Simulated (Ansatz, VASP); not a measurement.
Cs: VASP beside Ansatz

File INCAR:

```
PREC = Accurate
ENCUT = 520
EDIFF = 1E-7
ISMEAR = 0
SIGMA = 0.15
LREAL = False
LASPH = True
NELM = 100
ALGO = Fast
ISIF = 2
LWAVE = False
LCHARG = False
GGA = PE
NBANDS = 10
```

File KPOINTS:

```
Automatic mesh
0
Gamma
  12 12 12
```

Contents of POSCAR:

```
Cs
1.0
   -3.0225000000      3.0225000000      2.9469375000
    3.0225000000     -3.0225000000      2.9469375000
    3.0225000000      3.0225000000     -2.9469375000
Cs
1
Direct
    0.0000000000      0.0000000000      0.0000000000
```

Input for Ansatz:

```yaml
crystal:
  lattice:
    - [-3.0225, 3.0225, 2.9469375]
    - [3.0225, -3.0225, 2.9469375]
    - [3.0225, 3.0225, -2.9469375]
  atoms:
    - { symbol: Cs, position: [0.0, 0.0, 0.0] }
basis:
  ecutwfc: 420
kpoints:
  mp_grid: { grid: [12, 12, 12] }
hamiltonian:
  xc: pbe
scf:
  occupations: { method: gaussian, width: 0.15 }
output:
  forces: true
  stress: true
  eigenvalues: true
```

Change from the starting cell: strain +0.000 along x and y, -0.025 along z, atoms carried along.

Alike in both runs: task single point; functional PBE; k mesh 12 × 12 × 12; occupations gaussian, width 0.15 eV; no spin polarisation.

|  | VASP | Ansatz |
| --- | --- | --- |
| version | VASP 6.6.1 | Ansatz 0.2.0 |
| potentials or method | VASP PAW PBE potentials, release 64 (Cs_sv) | scalar-relativistic, plane waves, PAW |
| plane-wave cutoff (eV) | 520 | 420 |
| valence electrons in the cell | 9 | 9 |

|  | VASP | Ansatz | Ansatz less VASP |
| --- | --- | --- | --- |
| gap on the k mesh at the Fermi level (eV) | none | none | - |
| pressure (GPa) | 0.2 | 0.2 | +0.01 |

A gap of «none» marks a metal or a gap that the smearing closes.

Spin-orbit coupling is left out, which matters for the levels of Cs.
